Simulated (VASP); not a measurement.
# WC (P-6m2) in VASP: single point with LDA

Aim: the single point of WC with LDA.

Everything below comes from runs of VASP 6.6.1. Logs are shortened: lines on timing, memory, paths and dates and some standing lists are left out, and cuts for length are marked.

**1. The structure**

It takes space group P-6m2 (No. 187, hexagonal). Conventional cell: a = 2.890 Å, b = 2.890 Å, c = 2.818 Å, α = 90.00°, β = 90.00°, γ = 120.00°. W (site symmetry -6m2) has 6 C at 2.18 Å as nearest neighbours. C (site symmetry -6m2) is surrounded by 6 W at 2.18 Å.

**2. Single point, LDA**

INCAR

```
SYSTEM = WC
PREC     = Accurate       ! precision mode
ENCUT    = 520            ! plane-wave cutoff, eV
EDIFF    = 1E-6           ! SCF threshold, eV
ISMEAR   = 1              ! smearing method
SIGMA    = 0.1            ! smearing width, eV
LREAL    = .FALSE.        ! projectors in reciprocal space
LASPH    = .TRUE.         ! aspherical terms in the spheres
NELM     = 80             ! most SCF steps
ALGO     = Normal         ! electronic algorithm
ISIF     = 2              ! what is computed and relaxed
LWAVE    = .FALSE.        ! write WAVECAR
LCHARG   = .FALSE.        ! write CHGCAR
GGA      = CA             ! functional
NBANDS   = 16             ! bands
ICORELEVEL= 1
```

KPOINTS

```
Automatic mesh
0
G
  14 10 28
  0 0 0
```

POSCAR

```
WC
1.0
    2.8895377300      0.0000000000      0.0000000000
   -1.4447685900      3.7686103400      0.0000000000
    0.0000000000     -2.1069707900      1.8711028800
W C
1 1
Direct
    0.0000000000      0.0000000000      0.0000000000
    0.3333340000      0.6666670000      0.1666670000
```

Potentials or basis: VASP PAW LDA potentials, release 64 (W_sv, C).

Launch:

```bash
> cat potpaw_LDA.64/W_sv/POTCAR potpaw_LDA.64/C/POTCAR > POTCAR
> mpirun -np 1 vasp_std > vasp.out
```

OUTCAR:

```text
SYSTEM = WC
   PREC = Accurate
   ENCUT = 520
   EDIFF = 1E-6
   ISMEAR = 1
   LREAL = .FALSE.
   LASPH = .TRUE.
   NELM = 80
   ISIF = 2
   GGA = CA

 ion  position               nearest neighbor table
   1  0.000  0.000  0.000-   2 2.18   2 2.18   2 2.18   2 2.18   2 2.18   2 2.18
   2  0.333  0.667  0.167-   1 2.18   1 2.18   1 2.18   1 2.18   1 2.18   1 2.18

  LATTYP: Found a hexagonal cell.
 ALAT       =     2.8895379993
 C/A-ratio  =     0.9751949975

  Lattice vectors:

 A1 = (  -1.4447691400,  -1.6616395500,  -1.8711028800)
 A2 = (   2.8895377300,   0.0000000000,   0.0000000000)
 A3 = (   0.0000000000,  -2.1069707900,   1.8711028800)

Analysis of symmetry for initial positions (statically):
=====================================================================
 Subroutine PRICEL returns:
 Original cell was already a primitive cell.

 Routine SETGRP: Setting up the symmetry group for a
 hexagonal supercell.

 Subroutine GETGRP returns: Found 12 space group operations
 (whereof 12 operations were pure point group operations)
 out of a pool of 24 trial point group operations.

The static configuration has the point symmetry D_3h.

Analysis of symmetry for dynamics (positions and initial velocities):
=====================================================================
 Subroutine PRICEL returns:
 Original cell was already a primitive cell.

 Routine SETGRP: Setting up the symmetry group for a
 hexagonal supercell.

 Subroutine GETGRP returns: Found 12 space group operations
 (whereof 12 operations were pure point group operations)
 out of a pool of 24 trial point group operations.

The dynamic configuration has the point symmetry D_3h.

 Subroutine INISYM returns: Found 12 space group operations
 (whereof 12 operations are pure point group operations),
 and found     1 'primitive' translations

----------------------------------------------------------------------------------------

                                     Primitive cell

  volume of cell :      20.3755

  direct lattice vectors                    reciprocal lattice vectors
     2.889537730  0.000000000  0.000000000     0.346076118  0.132674875  0.149399634
    -1.444768590  3.768610340  0.000000000     0.000000000  0.265349800  0.298799325
     0.000000000 -2.106970790  1.871102880     0.000000000  0.000000000  0.534444156

  length of vectors
     2.889537730  4.036059981  2.817863002     0.399614255  0.399614255  0.534444156

  position of ions in fractional coordinates (direct lattice)
     0.000000000  0.000000000  0.000000000
     0.333334000  0.666667000  0.166667000

  ion indices of the primitive-cell ions
   primitive index   ion index
                 1           1
                 2           2

----------------------------------------------------------------------------------------

 KPOINTS: Automatic mesh

Automatic generation of k-mesh.
 Grid dimensions read from file:
 generate k-points for:   14   10   28

 Generating k-lattice:

  Cartesian coordinates                     Fractional coordinates (reciprocal lattice)
     0.024719723  0.009476777  0.010671402     0.071428571  0.000000000  0.000000000
     0.000000000  0.026534980  0.029879933     0.000000000  0.100000000  0.000000000
     0.000000000  0.000000000  0.019087291     0.000000000  0.000000000  0.035714286

  Length of vectors
     0.028543875  0.039961426  0.019087291

  Shift w.r.t. Gamma in fractional coordinates (k-lattice)
     0.000000000  0.000000000  0.000000000

 -----------------------------------------------------------------------------
|                                                                             |
|           W    W    AA    RRRRR   N    N  II  N    N   GGGG   !!!           |
|           W    W   A  A   R    R  NN   N  II  NN   N  G    G  !!!           |
|           W    W  A    A  R    R  N N  N  II  N N  N  G       !!!           |
|           W WW W  AAAAAA  RRRRR   N  N N  II  N  N N  G  GGG   !            |
|           WW  WW  A    A  R   R   N   NN  II  N   NN  G    G                |
|           W    W  A    A  R    R  N    N  II  N    N   GGGG   !!!           |
|                                                                             |
|     Your reciprocal lattice and k-lattice belong to different lattice       |
|     classes:                                                                |
|                                                                             |
|        The reciprocal lattice is hexagonal,                                 |
|        whereas your k-lattice is triclinic.                                 |
|                                                                             |
|     Results are often still useful ...                                      |
|                                                                             |
 -----------------------------------------------------------------------------

 WARNING: IBZKPT: internal override: KBLOWUP is changed to .FALSE.
      ... skipping the blow-up phase ...

 Subroutine IBZKPT returns following result:
 ===========================================

 Found   1632 irreducible k-points:

 Following reciprocal coordinates:
            Coordinates               Weight
  0.000000  0.000000  0.000000      1.000000
  0.071429  0.000000  0.000000      2.000000
  0.142857  0.000000 -0.000000      2.000000
  0.214286  0.000000  0.000000      2.000000
  0.285714  0.000000  0.000000      2.000000
  0.357143  0.000000  0.000000      2.000000
[... 16 lines left out ...]
  0.000000  0.200000  0.000000      2.000000
  0.071429  0.200000  0.000000      2.000000
 [... further k-points ...]
   k-points           NKPTS =   1632   k-points in BZ     NKDIM =   1632   number of bands    NBANDS=     16
   number of dos      NEDOS =    301   number of ions     NIONS =      2
   total plane-waves  NPLWV =  17280
   dimension x,y,z NGX =    24 NGY =   30 NGZ =   24
   dimension x,y,z NGXF=    48 NGYF=   60 NGZF=   48
   ions per type =               1   1
   NGX,Y,Z   is equivalent  to a cutoff of  13.81, 12.36, 14.16 a.u.
   NGXF,Y,Z  is equivalent  to a cutoff of  27.62, 24.71, 28.32 a.u.
 SYSTEM =  WC
   PREC   = accura    normal or accurate (medium, high low for compatibility)
   ISTART =      0    job   : 0-new  1-cont  2-samecut
   ICHARG =      2    charge: 1-file 2-atom 10-const
   ISPIN  =      1    spin polarized calculation?
   LNONCOLLINEAR =      F non collinear calculations
   LSORBIT =      F    spin-orbit coupling
   LASPH  =      T    aspherical Exc in radial PAW
   ENCUT  =  520.0 eV  38.22 Ry    6.18 a.u.   5.37  7.50  5.24*2*pi/ulx,y,z
   NELM   =     80;   NELMIN=  2; NELMDL= -5     # of ELM steps
   EDIFF  = 0.1E-05   stopping-criterion for ELM
   LREAL  =      F    real-space projection
   EDIFFG = 0.1E-04   stopping-criterion for IOM
   NSW    =      0    number of steps for IOM
   IBRION =     -1    ionic relax: 0-MD 1-quasi-New 2-CG
   NFREE  =      0    steps in history (QN), initial steepest desc. (CG)
   ISIF   =      2    stress and relaxation
   ISYM   =      2    0-nonsym 1-usesym 2-fastsym
   POTIM  = 0.5000    time-step for ionic-motion
   TEBEG  =    0.0;   TEEND  =   0.0 temperature during run
   PSTRESS=    0.0 pullay stress
   NELECT =      18.0000    total number of electrons
   NUPDOWN=      -1.0000    fix difference up-down
   EMIN   =  10.00;   EMAX   =-10.00  energy-range for DOS
   EFERMI =   0.00;   METHOD = LEGACY
   ISMEAR =     1;   SIGMA  =   0.10  broadening in eV -4-tet -1-fermi 0-gaus
   EFERMI_NEDOS =   21; number of points for ismear=-14 and -15
   IALGO  =     38    algorithm
   IMIX   =      4    mixing-type and parameters
     AMIX     =   0.40;   BMIX     =  1.00
     AMIX_MAG =   1.60;   BMIX_MAG =  1.00
  volume/ion in A,a.u.               =      10.19        68.75
  Fermi-wavevector in a.u.,A,eV,Ry     =   1.570833  2.968443 33.572581  2.467515
  Thomas-Fermi vector in A             =   2.672507
   LORBIT       =      0    0 simple, 1 ext, 2 COOP (PROOUT), +10 PAW based schemes
   GGA     = CA    functional components
   LHFCALC =     F    Hartree Fock is set to
   AEXX    =    0.0000 exact exchange contribution
   IVDW    =     0    specifies the selected vdW correction
   LEPSILON=     F    determine dielectric tensor
   LRPA    =     F    only Hartree local field effects (RPA)
 non-spin polarized calculation
 Methfessel and Paxton  Order N= 1 SIGMA  =   0.10
  energy-cutoff  :      520.00
  volume of cell :       20.38
 maximum number of plane-waves:       574
 NGX is ok and might be reduce to    24
   NGX = 11   NGY = 15   NGZ = 11

 number of electron      18.0000000 magnetization

 Free energy of the ion-electron system (eV)
  ---------------------------------------------------
  ext. energy  EPLUGINS =         0.00000000
  ---------------------------------------------------
  free energy    TOTEN  =       -24.69988702 eV

  energy without entropy =      -24.69979545  energy(sigma->0) =      -24.69985650

 the core state eigenenergies are
   1-  1s -68974.3806  2s -11903.9297  2p -10424.3744  3s  -2729.8048  3p  -2290.7053
       3d  -1783.8266  4s   -549.0423  4p   -404.6559  4d   -221.1640  4f    -17.0165

   2-  1s   -250.9227

 E-fermi :  11.2424     XC(G=0): -14.0788

 val. band max:       11.2422473032   @ k =   0.0714  -0.3000   0.3214
 cond. band min:      11.2483695291   @ k =   0.4286   0.1000   0.4286
 fundamental gap:      0.0061222260
 Fermi energy:        11.2423877913

 k-point     1 :       0.0000    0.0000    0.0000
  band No.  band energies     occupation
      1     -62.2490      2.00000
      2     -26.4913      2.00000
      3     -26.3815      2.00000
      4     -26.3814      2.00000
      5      -3.1642      2.00000
      6       6.8256      2.00000
[... 8 lines left out ...]
     15      25.8423      0.00000
     16      28.1876      0.00000

 k-point     2 :       0.0714    0.0000    0.0000
  band No.  band energies     occupation
      1     -62.2458      2.00000
      2     -26.4853      2.00000
      3     -26.4279      2.00000
      4     -26.3919      2.00000
      5      -3.0254      2.00000
      6       6.8691      2.00000
[... 8 lines left out ...]
     15      25.5289      0.00000
     16      28.4740      0.00000
[... 229 lines left out ...]
 k-point    15 :       0.4286    0.1000    0.0000
  band No.  band energies     occupation
      1     -62.1822      2.00000
      2     -27.2338      2.00000
      3     -26.6425      2.00000
      4     -26.3671      2.00000
      5       0.3864      2.00000
      6       4.2786      2.00000
[... 8 lines left out ...]
     15      24.8649      0.00000
     16      29.2580      0.00000

 k-point    16 :       0.5000    0.1000    0.0000
  band No.  band energies     occupation

------------------------ aborting loop because EDIFF is reached ----------------------------------------

  FORCE on cell =-STRESS in cart. coord.  units (eV):
  Direction    XX          YY          ZZ          XY          YZ          ZX
  --------------------------------------------------------------------------------------
  -------------------------------------------------------------------------------------
  Total        0.0216550      0.0150855      0.0164740      0.0000000      0.0058341      0.0000000
  in kB        1.7027906      1.1862128      1.2953972      0.0000001      0.4587489      0.0000001
  external PRESSURE =       1.3948002 kB  Pullay stress =       0.0000000 kB

 VOLUME and BASIS-vectors are now :
 -----------------------------------------------------------------------------
  energy-cutoff  :      520.00
  volume of cell :       20.38
      direct lattice vectors                 reciprocal lattice vectors
     2.889537730  0.000000000  0.000000000     0.346076118  0.132674875  0.149399634
    -1.444768590  3.768610340  0.000000000     0.000000000  0.265349800  0.298799325
     0.000000000 -2.106970790  1.871102880     0.000000000  0.000000000  0.534444156

 POSITION                                       TOTAL-FORCE (eV/Angst)
 -----------------------------------------------------------------------------------
      0.00000      0.00000      0.00000         0.000000      0.000000     -0.000000
      0.00000      2.16125      0.31185        -0.000000     -0.000000      0.000000
 -----------------------------------------------------------------------------------
    total drift:                               -0.000320     -0.000124     -0.000139

  FREE ENERGIE OF THE ION-ELECTRON SYSTEM (eV)
  ---------------------------------------------------
  free  energy   TOTEN  =       -24.6998870195 eV

  energy  without entropy=      -24.6997954468  energy(sigma->0) =      -24.69985650
```

Wall time 6.3 min (1 thread of Intel Xeon Platinum 8259CL at 2.50GHz (Skylake/Cascade Lake), shared host); peak memory 0.6 GiB.

Results:

- Free energy: -24.6999 eV
- Pressure: 0.1 GPa
- Band gap on the k mesh: none (metal or under the smearing width)

Levels at points of the mesh, in eV from the Fermi level:
| k point | band 7 | band 8 | band 9 | band 10 | band 11 | band 12 |
| --- | --- | --- | --- | --- | --- | --- |
| (0.00, 0.00, 0.00) | -3.41 | -3.41 | 0.14 | 3.28 | 3.28 | 5.72 |
| (0.50, 0.00, 0.00) | -3.69 | -3.65 | -0.43 | 2.37 | 4.61 | 4.99 |
| (0.00, 0.00, 0.50) | -4.41 | -4.13 | 0.40 | 4.52 | 5.44 | 6.87 |
| (0.00, 0.50, 0.50) | -2.07 | -2.07 | -0.63 | -0.63 | 3.75 | 4.55 |

Core levels (eV, on the scale of the bands):
| atom | levels |
| --- | --- |
| 1 W | 1s -68974.4, 2s -11903.9, 2p -10424.4, 3s -2729.8, 3p -2290.7, 3d -1783.8, 4s -549.0, 4p -404.7, 4d -221.2, 4f -17.0 |
| 2 C | 1s -250.9 |
